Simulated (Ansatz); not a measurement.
Crystal: CuO.

```xyz
4
Lattice="0.0000 -2.1166 -2.1166 -2.1166 0.0000 -2.1166 2.1166 2.1166 -4.2331" Properties=species:S:1:pos:R:3 pbc="T T T"
Cu    0.0233   -0.0336   -4.1419
Cu    0.0233    2.0829   -6.2584
O    -0.0233    0.0336   -6.4409
O    -0.0233    0.0336   -2.2078
```

The cell comes from a database or a generator and needn't be the stable form of this composition.

The cell isn't the ideal one: all O atoms moved 0.2 Å in one direction.

Base run:

| Quantity | Value |
| --- | --- |
| Program | Ansatz 0.2.0 |
| Functional | PBE |
| Potentials or basis | Ansatz PAW |
| Cutoff | 420 eV (not typed: the program's choice for these potentials) |
| k mesh | 10 × 10 × 6 |
| Occupations | fermi-dirac, width 0.05 eV |
| Spin | no spin polarisation |
| Hubbard terms | Cu d U = 3 eV |

Its results: band gap on the k mesh none (metal or under the smearing width); pressure 6.9 GPa; largest force 1.292 eV/Å.

The run is repeated on the same cell with these changes: hubbard terms from Cu d U = 3 eV to none; hubbard projectors from ortho-atomic (the default) to none. What comes out?

Band gap on the k mesh none (metal or under the smearing width); pressure 5.6 GPa; largest force 1.199 eV/Å.

Caveats: the run has no spin polarisation, though such a crystal can be magnetic; forces of over 1 eV/Å show positions far from the minimum, so gaps and moduli don't describe the material at rest; U without spin polarisation on a metal has little footing (some runs); semilocal functionals often make such compounds metallic where correlation or magnetic order opens a gap, which also shifts bond lengths (some runs).
